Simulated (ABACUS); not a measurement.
# CdSe (Cadmoselite) in ABACUS: the effect of functional

CdSe (Cadmoselite):

```
CELL_PARAMETERS angstrom
4.21222 0.00000 0.00000
-2.10611 3.64789 0.00000
0.00000 0.00000 6.87669
ATOMIC_POSITIONS crystal
Cd 0.66667 0.33333 0.50000
Cd 0.33333 0.66667 0.00000
Se 0.66667 0.33333 0.88500
Se 0.33333 0.66667 0.38500
```

The cell isn't the ideal one: volume scaled by 0.94.

Alike in all runs:

| Property | Result |
| --- | --- |
| Program | ABACUS 3.10.1 |
| Task | equation of state |
| Potentials or basis | PseudoDojo NC SR 0.4.1 PBE standard |
| Cutoff | 1401 eV |
| Density cutoff | 5606 eV |
| Basis | DZP LCAO (the cutoffs set its grid) |
| k mesh | 5 × 5 × 3 |
| Occupations | fermi-dirac, width 0.05 eV |
| Spin | no spin polarisation |

```tsv
functional	gap on the mesh (eV)	pressure (GPa)	largest force (eV/Å)
LDA	0.78	2.4	0.38
PBE	1.04	8.0	0.41
PBEsol	?	?	?
PW91	1.00	7.8	0.41
AM05	1.00	5.3	0.38
```

Task: What does the run with functional PBEsol give?

Result: gap on the mesh 0.92 eV; pressure 4.8 GPa; largest force 0.39 eV/Å.

Caveats: the atomic orbitals were generated for these runs and aren't a published set; the basis of atomic orbitals isn't converged, which shifts pressures, moduli and gaps; the potentials were made for another functional, which shifts forces and pressure (some runs).

